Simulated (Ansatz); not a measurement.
The cell is COD entry 1010282, as deposited and not checked against the literature; nothing was relaxed. It is an old determination, and later ones may differ. The listed cell was then made from it by scaling, straining or moving an atom.

Si₂Mo: DFT, PBE, all-electron PAW with datasets made for the crystal, scalar-relativistic (Ansatz 0.2.0). What sets it apart from a plain run of this crystal: volume scaled by 1.06.

Command: `ansatz run input.yaml --threads 1 --pin off --max-ram 6144MiB --backend cpu --events-out ev --progress --plain --runs-dir out` The run took 39 s on 1 thread of Intel(R) Xeon(R) Platinum 8488C (Sapphire Rapids) (shared host), peak memory 1.2 GiB.

```yaml
crystal:
  lattice:
    - [-1.6313805159, 1.6313805159, 4.0075881985]
    - [1.6313805159, -1.6313805159, 4.0075881985]
    - [1.6313805159, 1.6313805159, -4.0075881985]
  atoms:
    - { symbol: Si, position: [0.333, 0.333, 0.0] }
    - { symbol: Si, position: [0.667, 0.667, 0.0] }
    - { symbol: Mo, position: [0.0, 0.0, 0.0] }
kpoints:
  mp_grid: { grid: [12, 12, 16] }
scf:
  occupations: { method: fermi_dirac, width: 0.03 }
hamiltonian:
  xc: pbe
  pseudopotentials: { kind: all_electron, datasets: crystal }
output:
  forces: true
  stress: true
  eigenvalues: true
  efg: { contact_densities: true }
```

Output (standing set-up lines are left out):

```
basis.fft_grid_basis auto: the FFT boxes are laid along the combinations [[1, 0, 1], [0, 1, 1], [0, 0, 1]] of the cell's own vectors, 3.263, 3.263 and 4.624 Å long. The dense box has 20×20×27 points. Along the cell's own vectors, as sized, it would have 27×27×27, 1.82 times as many. Of the 16 symmetry operations that the crystal satisfies within crystal.symmetry.tolerance (time reversal apart; of a slab, those that keep its plane) the dense box along the cell's own vectors carries 16, and the one as laid loses 12 of those. basis.fft_grid_basis: typed keeps the cell's own vectors: state it where this run's energies or levels are differenced outside the engine with another run's, or held beside a run that keeps those vectors.
hamiltonian.pseudopotentials.datasets: crystal makes datasets for this crystal and solves the spheres of its atoms anew in each pass: cutoff 300.0 eV, the density's 1200.0 eV; for an error of 0.50 meV an atom under PBE, 1.5 meV for the cell; an energy difference from a run of another recipe may be off by several times the error for the cell, under r2SCAN by more, where some 0.1 meV an atom stays at smaller errors; Si in spheres of 1.291 Å, 4 of its electrons in bands; Mo in spheres of 1.376 Å, 6 of its electrons in bands, 8 on its site; only band paths and densities of states list, in semicore columns, the levels of the semicore shells that are solved separately: 4s of Mo, 4p of Mo
Crystal: 3 atoms, lattice volume = 42.663 Å³
Basis set: ecut = 300 eV, 543 PW (Γ), FFT grids on a1+a3, a2+a3, a3, exchange–correlation on 40×40×54 points (8 copies of the dense FFT grid, shifted against one another)
PAW one-centre angular grid: Si, 110 points (default); XC on its mesh's 1979 points in the sphere
iter 1 solved again at ethr=3.13e-2 eV; its pass at ethr=1.00e-1 eV (dr2=4.38e0 eV) is discarded
SCF iter   1: F=—  HF=-125964.795505 eV  |F-HF|=—  |Δ(HF+E_count)|=         —  Δρ=9.53e-2  dr2=5.49e0  ethr=3.13e-2  ⟨swp⟩=3.0  Hψ=42917  notcnv=0
preconditioner: auto → Kerker (q_TF=auto, 2.266 Å⁻¹)  [metal: Δε(μ)=0.005 eV  Ē_g=7.700 eV  σ=0.030 eV  W_gap=0.04  n_scr=10 (ndim 8)  ℏωp=21.3 eV  f_vac=0.001  D(μ)=1.01/eV (n_scr^D=2)]
SCF iter   2: F=—  HF=-125963.905624 eV  |F-HF|=—  |Δ(HF+E_count)|=   8.90e-1  Δρ=3.61e-2  dr2=6.10e-1  ethr=3.13e-2  ⟨swp⟩=2.0  Hψ=13933  notcnv=0  defer=2
SCF iter   3: F=—  HF=-125963.841969 eV  |F-HF|=—  |Δ(HF+E_count)|=   6.37e-2  Δρ=1.74e-2  dr2=2.52e-1  ethr=4.36e-3  ⟨swp⟩=3.4  Hψ=19451  notcnv=0  defer=8
SCF iter   4: F=—  HF=-125963.825586 eV  |F-HF|=—  |Δ(HF+E_count)|=   1.64e-2  Δρ=1.33e-2  dr2=1.31e-1  ethr=1.80e-3  ⟨swp⟩=3.0  Hψ=22731  notcnv=0  defer=14
SCF iter   5: F=—  HF=-125963.806671 eV  |F-HF|=—  |Δ(HF+E_count)|=   1.89e-2  Δρ=6.10e-3  dr2=2.98e-2  ethr=9.39e-4  ⟨swp⟩=2.0  Hψ=13914  notcnv=0  defer=14
iter 6 solved again at ethr=6.70e-6 eV; its pass at ethr=2.13e-4 eV (dr2=9.38e-4 eV) is discarded
SCF iter   6: F=—  HF=-125963.803414 eV  |F-HF|=—  |Δ(HF+E_count)|=   3.26e-3  Δρ=1.17e-3  dr2=8.28e-4  ethr=6.70e-6  ⟨swp⟩=2.3  Hψ=33286  notcnv=0  defer=43
eigensolver tolerance schedule: the retry pair's looser diagonalisation over-reported the residual by 0.13 of it (diagonalisation noise at 0.14 of the residual, at the tolerance the schedule requests for it); recorded, not acted on — ethr = c·dr2/N_el stays at c = 1.0e-1
SCF iter   7: F=—  HF=-125963.803276 eV  |F-HF|=—  |Δ(HF+E_count)|=   1.38e-4  Δρ=3.68e-4  dr2=7.16e-5  ethr=5.92e-6  ⟨swp⟩=2.1  Hψ=11643  notcnv=0  defer=30
SCF iter   8: F=—  HF=-125963.803264 eV  |F-HF|=—  |Δ(HF+E_count)|=   1.16e-5  Δρ=1.01e-4  dr2=3.98e-6  ethr=5.11e-7  ⟨swp⟩=3.1  Hψ=13445  notcnv=0  defer=16
SCF iter   9: F=—  HF=-125963.803263 eV  |F-HF|=—  |Δ(HF+E_count)|=   1.62e-6  Δρ=1.50e-5  dr2=1.14e-7  ethr=2.85e-8  ⟨swp⟩=3.1  Hψ=14972  notcnv=0  defer=10
SCF iter  10: F=—  HF=-125963.803263 eV  |F-HF|=—  |Δ(HF+E_count)|=   1.97e-8  Δρ=1.57e-5  dr2=2.24e-7  ethr=8.15e-10  ⟨swp⟩=3.8  Hψ=14958  notcnv=0  defer=7
SCF iter  11: F=-125963.803263 eV  HF=-125963.803263 eV  |F-HF|=2.91e-11  |Δ(HF+E_count)|=   4.09e-8  Δρ=3.30e-7  dr2=3.60e-11  ethr=8.15e-10  ⟨swp⟩=3.0  Hψ=13568  notcnv=0  defer=4
SCF 1 converged in 11 iterations: F = -125963.803263 eV  dr2 = 3.60e-11
  Residual-converged pass: ⟨swp⟩=4.0  Hψ=18333  notcnv=0  max |occ|·‖R‖ = 6.5e-6 eV (tolerance 6.5e-6 eV)  dr2=1.12e-10  dr2_onsite=1.15e-10  max |Δocc| = 1.2e-9
  greatest PAW one-centre occupation: 0.495 electrons in one spin orbital (limit 2), on the Si atom at site 1 (counted from 0), in its partial waves of l = 0
SCF converged after 11 iterations
Free energy (F): -125963.803263 eV
Harris-Foulkes:  -125963.803263 eV  (|F-HF|=2.91e-11)
Internal energy: -125963.802451 eV  (E = F + TS)
E sigma→0 (E₀):  -125963.802857 eV
Entropy (-TS):   -0.000812 eV (-0.271 meV/atom)
Past the cutoff: the bands carry plane waves up to 1.75 times it, of which those up to 1.5 times it add -0.000077 eV an atom, each by itself; the spheres take 0.000051 eV an atom off the energy for waves past 1.75 times it
By the cutoff:   a pressure is off by up to 0.005 GPa (1.2 times the spheres' own share and the shells' term, over an atom's volume, and 0.004 GPa: a bound that held against runs at twice the plane waves)
Past the cutoffs: a stress includes 0.0010 GPa for waves and charges beyond them, in addition to the slope of what the spheres take
In the spheres:  the bands' charges fall short by 6.7e-7 e at most (sound up to 1e-3), those of shells solved beside the bands by 6.3e-6 e (sound up to 5e-4)
Fermi energy:    16.963140 eV
--- Per-component energies (eV) ---
  The terms above E_closure are by the made datasets' own strengths, without shells solved beside the bands.
--- Forces (eV/Å), atoms counted from 1 ---
  atom   1  Si     0.00058922     0.00058922     0.36912572
  atom   2  Si    -0.00058922    -0.00058922    -0.36912572
  atom   3  Mo    -0.00000000    -0.00000000     0.00000000
  max |Σ_I F_I| component: 5.55e-17 eV/Å
--- Stress (GPa, compression-positive) ---
       -8.049671      -0.001674      -0.004512
       -0.001674      -8.049671      -0.004512
       -0.004512      -0.004512     -10.616080
  P = ⅓ Tr σ = -8.9051 GPa (-89.051 kbar)
  It holds what live shells' own plane waves past their cutoff add
--- PAW observables at the nuclei: V_zz in 10²¹ V/m², potentials from the cell's mean, atoms counted from 1 ---
  atom   1  Si V_zz =    -1.007386   η = 0.0138   by run symmetry: allowed
            electrostatic potential = -1366.726933 V   contact ρ = 12820.195305 e/Å³
  atom   2  Si V_zz =    -1.007386   η = 0.0138   by run symmetry: allowed
            electrostatic potential = -1366.726933 V   contact ρ = 12820.195305 e/Å³
  atom   3  Mo V_zz =    -5.144649   η = 0.0129   by run symmetry: allowed
            electrostatic potential = -6356.605408 V   contact ρ = 595300.335871 e/Å³
--- Band table (eV; the first three rows and the last of 632) ---
  k-point 0: bands = ["3.9274", "10.9572", "13.3892", "14.1820", "14.4379", "14.4385", "17.3192", "19.6603", "20.2502"]
  k-point 1: bands = ["4.0421", "11.0591", "13.0333", "14.1523", "14.2097", "14.8302", "16.9063", "19.3005", "20.1756"]
  k-point 2: bands = ["4.3803", "11.3368", "12.5067", "13.4834", "14.2981", "15.3620", "15.9470", "18.8661", "20.0815"]
  k-point 631: bands = ["5.6340", "7.2712", "13.7471", "14.8097", "16.3927", "16.3934", "16.4078", "16.4083", "17.4372"]
```
